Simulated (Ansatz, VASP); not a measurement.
**One calculation of AlCu5, two programs**

File INCAR:

```
SYSTEM = AlCu5
PREC = Accurate
ENCUT = 600
EDIFF = 1E-6
ISMEAR = 0
SIGMA = 0.1
LREAL = .False.
LASPH = .True.
NELM = 60
ALGO = Normal
ISIF = 3
LWAVE = .False.
LCHARG = .False.
GGA = PE
IBRION = 2
NSW = 90
EDIFFG = -0.04
```

Contents of KPOINTS:

```
Automatic mesh
0
Gamma
  6 6 2
  0 0 0
```

The input POSCAR:

```
AlCu5
1.0
    2.6643738100      0.0000000000      0.0000000000
   -1.3321869100      2.3074154100      0.0000000000
    0.0000000000      0.0000000000     12.9313519200
Al Cu
1 5
Direct
    0.3333333300      0.6666666700      0.0000000000
    0.3333333300      0.6666666700      0.6666666700
    0.3333333300      0.6666666700      0.3333333300
    0.6666666700      0.3333333300      0.8333333300
    0.6666666700      0.3333333300      0.1666666700
    0.6666666700      0.3333333300      0.5000000000
```

Input for Ansatz:

```yaml
crystal:
  lattice:
    - [2.66437381, 0.0, 0.0]
    - [-1.33218691, 2.30741541, 0.0]
    - [0.0, 0.0, 12.93135192]
  atoms:
    - { symbol: Al, position: [0.33333333, 0.66666667, 0.0] }
    - { symbol: Cu, position: [0.33333333, 0.66666667, 0.66666667] }
    - { symbol: Cu, position: [0.33333333, 0.66666667, 0.33333333] }
    - { symbol: Cu, position: [0.66666667, 0.33333333, 0.83333333] }
    - { symbol: Cu, position: [0.66666667, 0.33333333, 0.16666667] }
    - { symbol: Cu, position: [0.66666667, 0.33333333, 0.5] }
basis:
  ecutwfc: 420
kpoints:
  mp_grid: { grid: [6, 6, 2] }
hamiltonian:
  xc: pbe
scf:
  occupations: { method: gaussian, width: 0.1 }
  lower_state_search: "off"
output:
  forces: true
  stress: true
  eigenvalues: true
relax:
  adjacent_minimum: "off"
  f_tol: 0.04
  max_steps: 70
  cell: { stress_tol: 0.4 }
```

Alike in both runs: task relaxation of cell and atoms; functional PBE; k mesh 6 × 6 × 2; occupations gaussian, width 0.1 eV; no spin polarisation.

|  | VASP | Ansatz |
| --- | --- | --- |
| version | VASP 6.6.1 | Ansatz 0.2.0 |
| potentials or method | VASP PAW PBE potentials, release 64 (Al, Cu) | scalar-relativistic, plane waves, PAW |
| plane-wave cutoff (eV) | 600 | 420 |
| valence electrons in the cell | 58 | 98 |

Ansatz gave:

* gap on the k mesh at the Fermi level, each at its own relaxed structure (eV): none
* relaxed volume (Å³/atom): 12.53
* relaxed cell length with the largest relative difference (Å): 2.651
* energy change over the relaxation (meV/atom): -23

Problem. Estimate VASP's values.

Solution. gap on the k mesh at the Fermi level, each at its own relaxed structure (eV): none; relaxed volume (Å³/atom): 12.56; relaxed cell length with the largest relative difference (Å): 2.654; energy change over the relaxation (meV/atom): -21.

A gap of «none» marks a metal or a gap that the smearing closes. The two sets of potentials don't hold the same shells in valence.

Caveats: the k mesh is coarse (spacing up to 0.45 Å⁻¹), so the values aren't converged.
